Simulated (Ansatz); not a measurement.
**Hg5O3: from a guess to a relaxed structure**

The task: take a trial cell of Hg5O3 to zero force and stress.

Computed with Ansatz 0.2.0 (DFT PBE, scalar-relativistic, plane waves, PAW, unless a step's input says otherwise).

**1. The starting structure**

The structure is cubic, space group Im-3m (No. 229). The conventional cell has a = 6.796 Å, b = 6.796 Å, c = 6.796 Å, α = 90.00°, β = 90.00°, γ = 90.00°. Hg (site symmetry m-3m) is surrounded by 8 Hg at 2.94 Å. Hg (site symmetry -3m) has 2 Hg at 2.94 Å and 6 O at 2.94 Å as nearest neighbours. Around O (site symmetry 4/mmm) lie 8 Hg at 2.94 Å.

Structure file:

```cif
data_structure
_symmetry_space_group_name_H-M 'P 1'
_symmetry_Int_Tables_number 1
_cell_length_a 5.8856
_cell_length_b 5.8856
_cell_length_c 5.8856
_cell_angle_alpha 109.471
_cell_angle_beta 109.471
_cell_angle_gamma 109.471
_cell_volume 156.95
loop_
_atom_site_label
_atom_site_type_symbol
_atom_site_fract_x
_atom_site_fract_y
_atom_site_fract_z
_atom_site_occupancy
Hg1 Hg 0.00000 0.00000 0.00000 1
Hg2 Hg 0.00000 0.00000 0.50000 1
Hg3 Hg 0.00000 0.50000 0.00000 1
Hg4 Hg 0.50000 0.00000 0.00000 1
Hg5 Hg 0.50000 0.50000 0.50000 1
O1 O 0.00000 0.50000 0.50000 1
O2 O 0.50000 0.50000 0.00000 1
O3 O 0.50000 0.00000 0.50000 1
```

A structure generator made this guess: species swapped into a database cell of Fe5Co3 (Im-3m, No. 229), with Hg on the Fe sites and O on the Co sites. Its size is a rough estimate.

**2. A first look at the guess**

File input.yaml:

```yaml
crystal:
  lattice:
    - [-3.39807072, 3.39807072, 3.39807072]
    - [3.39807072, -3.39807072, 3.39807072]
    - [3.39807072, 3.39807072, -3.39807072]
  atoms:
    - { symbol: Hg, position: [0.0, 0.0, 0.0] }
    - { symbol: Hg, position: [0.0, 0.0, 0.5] }
    - { symbol: Hg, position: [0.0, 0.5, 0.0] }
    - { symbol: Hg, position: [0.5, 0.0, 0.0] }
    - { symbol: Hg, position: [0.5, 0.5, 0.5] }
    - { symbol: O, position: [0.0, 0.5, 0.5] }
    - { symbol: O, position: [0.5, 0.5, 0.0] }
    - { symbol: O, position: [0.5, 0.0, 0.5] }
basis:
  ecutwfc: 420
kpoints:
  mp_grid: { grid: [4, 4, 4] }
hamiltonian:
  xc: pbe
scf:
  occupations: { method: gaussian, width: 0.1 }
  lower_state_search: "off"
output:
  forces: true
  stress: true
  eigenvalues: true
```

The run is started by

```sh
> ansatz run input.yaml --threads 1 --pin off --max-ram 2048MiB --backend cpu --events-out ev --progress --plain --runs-dir out
```

Further runs follow: rough relaxation on the coarse mesh; final relaxation.

What does the calculation give? Wanted: conventional cell; volume; energy over the elements; gap on the mesh.

As calculated:

| quantity | value |
| --- | --- |
| symmetry at the end (tolerance 0.05 Å) | space group Im-3m (No. 229) |
| conventional cell | a = 6.457 Å, b = 6.457 Å, c = 6.457 Å, α = 90.00°, β = 90.00°, γ = 90.00° |
| volume | 16.83 Å³/atom |
| energy over the elements (uncorrected; H, N, O, F and Cl as molecules) | +0.44 eV/atom |
| gap on the mesh | none (metal) |

What this shows: The space group Im-3m (No. 229) is kept, and the volume per atom shrinks by 14.2 % from the first guess. With a positive formation energy it can't be a ground state. No finished test with a distortion of lower symmetry is shown, so the end may be a saddle point. Spin-orbit coupling is left out for Hg.
